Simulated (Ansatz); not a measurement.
Structures of Mo2H: which is lowest?

Plane-wave DFT in Ansatz with scalar-relativistic PAW potentials, cutoff 420 eV, Γ-centred meshes chosen by cell and gap, Gaussian smearing with energies taken to zero width. Every cell was relaxed (cell and atoms) in a run of its own, within the symmetry of its start. Functional: PBE.

Relaxed structures (starts from databases or built by putting these elements on another compound's sites):
A. P-4m2, 3 atoms in the computed cell, a = 3.238 Å, c = 3.308 Å; sites (symmetry × multiplicity) Mo 2mm. × 2, H -4m2 × 1; start: built
B. C2/m, 3 atoms in the computed cell, a = 4.631 Å, b = 3.098 Å, c = 4.789 Å, β = 99.0°; sites (symmetry × multiplicity) Mo m × 4, H 2/m × 2; start: built

**Question.** Rank them by energy. Could pressure change the order?

**Answer.**
| structure | group | E − E(lowest) (meV/atom) | V (Å³/atom) | gap on mesh (eV) |
| --- | --- | --- | --- | --- |
| B | C2/m | 0.0 | 11.31 | 0.00 |
| A | P-4m2 | 65 | 11.56 | 0.00 |

B is lowest, 65 meV/atom under A. The lowest is also the densest of these, so pressure wouldn't bring one of the others in at first order. Other structures may lie lower than all of these, and vibrations aren't counted.